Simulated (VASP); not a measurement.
Runs of VASP 6.6.1 on ZnSe (Stilleite). The structure is cubic, space group F-43m (No. 216). Conventional cell: a = 5.668 Å, b = 5.668 Å, c = 5.668 Å, α = 90.00°, β = 90.00°, γ = 90.00°. Se (site symmetry -43m) has 4 Zn at 2.45 Å as nearest neighbours. Zn (site symmetry -43m) has 4 Se at 2.45 Å as nearest neighbours. 

```csv
task,level,cell,cutoff (eV),smearing,gap on the mesh (eV),pressure (GPa),relaxed volume (Å³/atom)
relaxation of cell and atoms,PBE+D3(BJ),relaxed,600,fermi-dirac 0.05 eV,1.31,0.0,(b)
relaxation of cell and atoms,PBE+MBD,relaxed,600,fermi-dirac 0.05 eV,1.25,0.0,(c)
relaxation of cell and atoms,PBE+D3,relaxed,600,fermi-dirac 0.05 eV,1.29,-0.1,-
relaxation of cell and atoms,PBEsol+D3(BJ),relaxed,600,fermi-dirac 0.05 eV,1.36,0.0,21.73
single point,PBE,as given,520,gaussian 0.028 eV,1.29,2.4,-
relaxation of cell and atoms,PBE+D4,relaxed,600,fermi-dirac 0.05 eV,1.29,0.0,-
relaxation of cell and atoms,PBE+rVV10,relaxed,600,fermi-dirac 0.05 eV,1.15,0.0,(a)
relaxation of cell and atoms,PBEsol+D3,relaxed,600,fermi-dirac 0.05 eV,1.36,0.0,21.73
relaxation of cell and atoms,PBE+TS,relaxed,600,fermi-dirac 0.05 eV,1.22,0.0,23.18
```

Alike in all rows: potentials or basis VASP PAW PBE potentials, release 64 (Se, Zn); no spin polarisation; k mesh 8 × 8 × 8.

**Question.** Estimate the missing entries.

**Answer.** (a) 23.25; (b) 22.67; (c) 23.00.

Caveats: the relaxation stopped at its first step, so nothing moved (some runs); the PAW data sets were made with another functional, which shifts forces and pressure a little (some runs).

A k mesh can miss the band edges, and the runs leave out spin-orbit coupling on Se.
